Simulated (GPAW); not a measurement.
# Collinear magnetic orders of FeGe with GPAW, part 2 of 2

A self-consistent run ends on one state, which hangs on the start. Several orders of FeGe are started in GPAW and their energies compared.

GPAW 26.7.0; PBE; plane waves with GPAW's PAW setups, scalar-relativistic.

So far, largest spin moment in the augmentation sphere (μB): step 2 (order 1, typed as ferro +++) 1.46; step 4 (start 3: antiferro q=(0,0,1/2) +-+-+-) 1.55.

## (5) Order 4, typed as antiferro q=(0,1/2,1/2) +-+--+

An opposed order shows whether the pairs that it reverses prefer unlike signs.

The cell is doubled to 12 atoms to hold this order. Its mesh is chosen so that both cells sample the same points.

File order4.py:

```python
import json
import numpy as np
from ase import Atoms
from ase.parallel import paropen, parprint
from gpaw import GPAW

atoms = Atoms(['Fe', 'Fe', 'Fe', 'Fe', 'Fe', 'Fe', 'Ge', 'Ge', 'Ge', 'Ge', 'Ge', 'Ge'],
    cell=[[4.99760234, 0.0, 0.0],
         [-4.99760234, 8.65610116, 0.0],
         [-2.49880117, 4.32805058, 4.11576135]],
    scaled_positions=[[0.5, 0.0, 0.0],
         [0.5, 0.5, 0.0],
         [0.5, 0.25, 0.0],
         [0.5, 0.75, 0.0],
         [0.0, 0.25, 0.0],
         [0.0, 0.75, 0.0],
         [0.0, 0.0, 0.0],
         [0.0, 0.5, 0.0],
         [0.33333333, 0.08333333, 0.5],
         [0.33333333, 0.58333333, 0.5],
         [0.66666667, 0.91666666, 0.5],
         [0.66666667, 0.41666666, 0.5]],
    pbc=True,
    magmoms=[2.8, -2.8, 2.8, -2.8, -2.8, 2.8, 0.0, 0.0, 0.0, 0.0, 0.0, 0.0])
atoms.calc = GPAW(mode={'name': 'pw', 'ecut': 550},
    xc='PBE',
    kpts={'size': (8, 4, 8), 'gamma': True},
    occupations={'name': 'fermi-dirac', 'width': 0.05},
    convergence={'density': 1e-05, 'energy': 1e-05},
    maxiter=200,
    symmetry={'tolerance': 1e-4},
    txt='order4.txt')
e = atoms.get_potential_energy(force_consistent=True)
res = {'free_energy': e, 'energy_sigma0': atoms.get_potential_energy(), 'fermi_energy': atoms.calc.get_fermi_level()}
res['moments'] = atoms.get_magnetic_moments().tolist()
res['total'] = atoms.get_magnetic_moment()
parprint('site moments (muB):', np.round(res['moments'], 3))
parprint(f"total moment: {res['total']:.3f} muB")
parprint(f'free energy: {e:.6f} eV')
atoms.calc.write('order4.gpw')
with paropen('results.json', 'w') as f:
    json.dump(res, f)
```

On the command line:

```bash
$ OMP_NUM_THREADS=1 mpirun -n 4 gpaw python order4.py > order4.log
```

Log:

```text
UserWarning: The angles between your unit-cell vectors are 39.5, 112.7 and 120.0 degrees.  Results may be wrong!  Please Niggli-reduce your unit-cell so that the angles are closer to 90 degrees:

  from ase.build import niggli_reduce
  niggli_reduce(atoms)

[...]
|         31 |         8.015 |     1.000 |         8.015 |     1.000 |
[...]
|         41 |         9.993 |     0.000 |         9.993 |     0.000 |
|         42 |        10.086 |     0.000 |        10.086 |     0.000 |
|         43 |        10.844 |     0.000 |        10.844 |     0.000 |
|        ... |               |           |               |           |
|         47 |        12.468 |     0.000 |        12.468 |     0.000 |

No gap
No difference between direct/indirect transitions


[key lines of the parts left out:]
Free energy:     -81.952100
Converged in 33 steps
dipole moment: (24.265480, -140.706464, -86.931469)  # |e|*Ang
Fermi level: 8.975
```

It took 20 min on 4 MPI ranks of Arm Neoverse V1, shared host; peak memory 2.4 GiB.

The program warns that the cell vectors are strongly skewed. A reduced cell would be the safer input.

Numbers from this step:

| Property | Result |
| --- | --- |
| magnetization | 0 μB |
| final state | antiferromagnetic |
| largest moment | 1.703 μB |

It lies 125 meV a seeded atom over the first start, and its largest moment is 1.70 μB against 1.46 μB.

## (6) Order 5, typed as antiferro q=(0,1/2,0) +-+-+-

Reversing part of the moments tests the sign of the couplings between them.

This order needs a doubled cell of 12 atoms. Its mesh is chosen so that both cells sample the same points.

order5.py is the script of step 5 with these lines changed:

```diff
@@ -9,3 +9,3 @@
          [-4.99760234, 8.65610116, 0.0],
-         [-2.49880117, 4.32805058, 4.11576135]],
+         [0.0, 0.0, 4.11576135]],
     scaled_positions=[[0.5, 0.0, 0.0],
@@ -18,8 +18,8 @@
          [0.0, 0.5, 0.0],
-         [0.33333333, 0.08333333, 0.5],
-         [0.33333333, 0.58333333, 0.5],
-         [0.66666667, 0.91666666, 0.5],
-         [0.66666667, 0.41666666, 0.5]],
+         [0.33333333, 0.33333334, 0.5],
+         [0.33333333, 0.83333334, 0.5],
+         [0.66666667, 0.16666666, 0.5],
+         [0.66666667, 0.66666667, 0.5]],
     pbc=True,
-    magmoms=[2.8, -2.8, 2.8, -2.8, -2.8, 2.8, 0.0, 0.0, 0.0, 0.0, 0.0, 0.0])
+    magmoms=[2.8, -2.8, 2.8, -2.8, 2.8, -2.8, 0.0, 0.0, 0.0, 0.0, 0.0, 0.0])
 atoms.calc = GPAW(mode={'name': 'pw', 'ecut': 550},
@@ -31,3 +31,3 @@
     symmetry={'tolerance': 1e-4},
-    txt='order4.txt')
+    txt='order5.txt')
 e = atoms.get_potential_energy(force_consistent=True)
@@ -39,3 +39,3 @@
 parprint(f'free energy: {e:.6f} eV')
-atoms.calc.write('order4.gpw')
+atoms.calc.write('order5.gpw')
 with paropen('results.json', 'w') as f:
```

On the command line:

```bash
$ OMP_NUM_THREADS=1 mpirun -n 4 gpaw python order5.py > order5.log
```

Log:

```text
site moments (muB): [ 1.542 -1.542  1.525 -1.525  1.525 -1.525 -0.02   0.02  -0.013  0.013
 -0.024  0.024]
total moment: -0.000 muB
free energy: -82.256635 eV

--- order5.txt ---
Input parameters:
  mode=PW(ecut=550),
  convergence={'density': 1e-05, 'energy': 1e-05},
  kpts=MonkhorstPack(size=(8, 4, 8), gamma=True),
  maxiter=200,
  occupations=Occupations(name='fermi-dirac', width=0.05),
[...]
|         29 |         7.819 |     1.000 |         7.819 |     1.000 |
[...]
|         39 |        10.237 |     0.000 |        10.237 |     0.000 |
|         40 |        10.284 |     0.000 |        10.284 |     0.000 |
|         41 |        10.342 |     0.000 |        10.342 |     0.000 |
|        ... |               |           |               |           |
|         47 |        12.364 |     0.000 |        12.364 |     0.000 |

No gap
No difference between direct/indirect transitions

[key lines of the parts left out:]
Free energy:     -82.256635
Converged in 47 steps
dipole moment: (-28.455509, -49.293871, -86.941785)  # |e|*Ang
Fermi level: 9.090
```

It took 18 min on 4 MPI ranks; peak memory 1.9 GiB; 74 min of CPU time.

This step gave:

```
magnetization  : 0 μB
final state    : antiferromagnetic
largest moment : 1.542 μB
```

It lies 73.9 meV a seeded atom over the first start, and its largest moment is 1.54 μB against 1.46 μB.

## (7) Start 6: no spin polarisation

A run without seeds gives the energy of the state without moments.

File nospin.py:

```python
import json
import numpy as np
from ase import Atoms
from ase.parallel import paropen, parprint
from gpaw import GPAW

atoms = Atoms(['Fe', 'Fe', 'Fe', 'Ge', 'Ge', 'Ge'],
    cell=[[4.99760234, 0.0, 0.0],
         [-2.49880117, 4.32805058, 0.0],
         [0.0, 0.0, 4.11576135]],
    scaled_positions=[[0.5, 0.0, 0.0],
         [0.5, 0.5, 0.0],
         [0.0, 0.5, 0.0],
         [0.0, 0.0, 0.0],
         [0.33333333, 0.66666667, 0.5],
         [0.66666667, 0.33333333, 0.5]],
    pbc=True)
atoms.calc = GPAW(mode={'name': 'pw', 'ecut': 550},
    xc='PBE',
    kpts={'size': (8, 8, 8), 'gamma': True},
    occupations={'name': 'fermi-dirac', 'width': 0.05},
    convergence={'density': 1e-05, 'energy': 1e-05},
    maxiter=200,
    symmetry={'tolerance': 1e-4},
    txt='nospin.txt')
e = atoms.get_potential_energy(force_consistent=True)
res = {'free_energy': e, 'energy_sigma0': atoms.get_potential_energy(), 'fermi_energy': atoms.calc.get_fermi_level()}
parprint(f'free energy: {e:.6f} eV')
atoms.calc.write('nospin.gpw')
with paropen('results.json', 'w') as f:
    json.dump(res, f)
```

On the command line:

```bash
$ OMP_NUM_THREADS=1 mpirun -n 4 gpaw python nospin.py > nospin.log
```

Log:

```text
free energy: -40.586105 eV

--- nospin.txt ---
Input parameters:
  mode=PW(ecut=550),
  convergence={'density': 1e-05, 'energy': 1e-05},
  kpts=MonkhorstPack(size=(8, 8, 8), gamma=True),
  maxiter=200,
  occupations=Occupations(name='fermi-dirac', width=0.05),
  symmetry=Symmetry(tolerance=0.0001),
  xc=XC(name='PBE')

Diagonalizing LCAO Hamiltonian
Converting LCAO to pw mode

            Ge
                 Ge

[...]
|          0 |        -3.264 |     2.000 |
|        ... |               |           |
|          9 |         6.147 |     2.000 |
|         10 |         6.570 |     2.000 |
|         11 |         6.570 |     2.000 |
|         12 |         7.149 |     2.000 |
[...]
|         22 |        10.919 |     0.000 |
|         23 |        11.735 |     0.000 |
|         24 |        12.467 |     0.000 |
|         25 |        13.269 |     0.000 |

No gap
No difference between direct/indirect transitions

[key lines of the parts left out:]
Free energy:     -40.586105
Converged in 13 steps
dipole moment: (-14.223684, -24.636143, -43.468510)  # |e|*Ang
Fermi level: 8.853
```

Elapsed: 26 s, on 4 MPI ranks; peak memory 0.8 GiB; 1.7 min of CPU time.

This step gave:

```
final state : non-magnetic (no spin polarisation)
```

It lies 255 meV a seeded atom over the first start.

## (8) Energies of the orders

These are free energies at a smearing of 0.05 eV, so its entropy term is in the differences. They are divided by the number of seeded atoms, so that cells of unlike size compare. Wavevectors q in the names are fractions of the reciprocal vectors of the first run's cell.

Orders:

```tsv
start	final state	typed order kept	energy over the lowest (meV a seeded atom)	largest site moment (μB)	net moment (μB a primitive cell)	mesh matched	CPU time (s)
ferro +++	ferromagnetic	yes	14.22	1.46	4.14	yes	277.9
antiferro q=(0,0,1/2) +-+-+-	antiferromagnetic	yes	0	1.549	0	yes	657.3
antiferro q=(0,1/2,1/2) +-+--+	antiferromagnetic	yes	138.8	1.703	0	yes	4829
antiferro q=(0,1/2,0) +-+-+-	antiferromagnetic	yes	88.08	1.542	0	yes	4432
no spin polarisation	non-magnetic	-	268.8	0	0	yes	104.3
```

## (9) Results

```yaml
lowest_state_found: antiferromagnetic (typed antiferro q=(0,0,1/2) +-+-+-)
largest_site_moment: 1.55 μB
next_state: ferromagnetic, 14.2 meV a seeded atom higher
energy_gained_by_spin_polarisation: 269 meV a seeded atom
```

In words: The lowest state found is antiferromagnetic, reached from the start antiferro q=(0,0,1/2) +-+-+-, with moments up to 1.55 μB. The next state costs 14 meV a seeded atom. 1 start gave no converged result and is missing from the ranking; where cut off, the energy had nearly settled, +175.7 meV a seeded atom from the lowest. This is the lowest of 5 finished starts, no proof of the ground state.

[Logs and program files are shortened in this print: banners, set-up blocks, solver, clock and traceback lines can be left out without a mark of their own.]

[Logs are printed without paths, hosts, clocks, repeated set-up lines and the standing remarks that a program may print on its own settings, such as how far it seeks lower states.]

[Hosts, paths, dates, database ids (printed as entryN), source tags and the programs' standing remarks are cut or masked in the printed files.]

[Where a cell is said to come from a database of computed structures, the database is the Materials Project.]
